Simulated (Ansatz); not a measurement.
# Ca: how the settings move a single-point run

Aim: see which settings change the result for Ca, by how much, and at what cost.

The COD cell was measured well above room temperature, so it is larger than a cold one.

Computed with Ansatz 0.2.0 (reference: DFT, LDA, PAW with Ansatz's default frozen-core files, scalar-relativistic, unless a step's input says otherwise).

## (1) The system as given

The structure is hexagonal, space group P6_3/mmc (No. 194). The conventional cell has a = 3.980 Å, b = 3.980 Å, c = 6.520 Å, α = 90.00°, β = 90.00°, γ = 120.00°. Ca (site symmetry -6m2) has 12 Ca at 3.98 to 3.99 Å in its first shell of neighbours.

Coordinates:

```
Ca
1.0
     3.98000    0.00000    0.00000
    -1.99000    3.44678    0.00000
     0.00000    0.00000    6.52000
Ca
2
Direct
  0.33333 0.66667 0.25000
  0.66667 0.33333 0.75000
```

## (2) The reference run

input.yaml reads:

```yaml
crystal:
  lattice:
    - [3.9799995206, 0.0, 0.0]
    - [-1.9899997603, 3.4467806919, 0.0]
    - [0.0, 0.0, 6.52]
  atoms:
    - { symbol: Ca, position: [0.3333333333, 0.6666666667, 0.25] }
    - { symbol: Ca, position: [0.6666666667, 0.3333333333, 0.75] }
kpoints:
  mp_grid: { grid: [11, 11, 6] }
  band_path:
    path:
      - [0.0, 0.0, 0.0]
      - [0.5, 0.0, 0.0]
      - [0.3333333333, 0.3333333333, 0.0]
      - [0.0, 0.0, 0.0]
      - [0.0, 0.0, 0.5]
      - [0.5, 0.0, 0.5]
      - [0.3333333333, 0.3333333333, 0.5]
      - [0.0, 0.0, 0.5]
      - [0.5, 0.0, 0.5]
    npoints: 5
scf:
  occupations: { method: fermi_dirac, width: 0.08 }
hamiltonian:
  xc: lda
  pseudopotentials: { kind: paw }
output:
  forces: true
  stress: true
  eigenvalues: true
  efg: { contact_densities: true }
```

Started as:

```console
$ ansatz run input.yaml --threads 1 --pin off --max-ram 2048MiB --backend cpu --events-out ev --progress --plain --runs-dir out
```

## (3) Changing settings: scf.algorithm direct_min, xc rpbe

Edit input.yaml of step 2 so:

```diff
@@ -24,4 +24,5 @@
   occupations: { method: fermi_dirac, width: 0.08 }
+  algorithm: direct_min
 hamiltonian:
-  xc: lda
+  xc: rpbe
   pseudopotentials: { kind: paw }
@@ -32 +33,5 @@
   efg: { contact_densities: true }
+  write_density: true
+  write_potential: true
+  elf: true
+  volumetric_format: npy
```

**Question.** What will these runs give? Wanted: for each run, ending; energy change; pressure; gap; force.

The runs gave:

| run | ending | energy change | pressure (GPa) | gap (eV) | force (eV/Å) | cycles | time |
| --- | --- | --- | --- | --- | --- | --- | --- |
| reference | converged | - | -2.3 | 0.00 | 0.00 | 6 | 5.4 s |
| 1: scf.algorithm direct_min, xc rpbe | converged | not comparable | 0.0 | 0.00 | 0.00 | 4 | 11 s |

Times don't compare one to one where runs were asked for different outputs or read a saved state (see the inputs); cycles may leave out searches for a lower state.

Residual by cycle in the longest SCF loop of each run; runs are numbered as in the table. The quantity is the density residual dr2, in eV.

| cycle | reference | run 1 |
| --- | --- | --- |
| 1 | 0.00642 | 0.0043 |
| 2 | 0.00214 | 3.4e-5 |
| 3 | 1.4e-4 | 1.2e-6 |
| 4 | 8.7e-6 | 4.7e-9 |
| 5 | 1.1e-7 | - |
| 6 | 1.8e-8 | - |

What this shows: After a change of functional the difference of the totals has no physical meaning; the pressure goes from -2.3 to 0.0 GPa. At this fixed cell a higher pressure means that this functional prefers a larger volume than the reference.
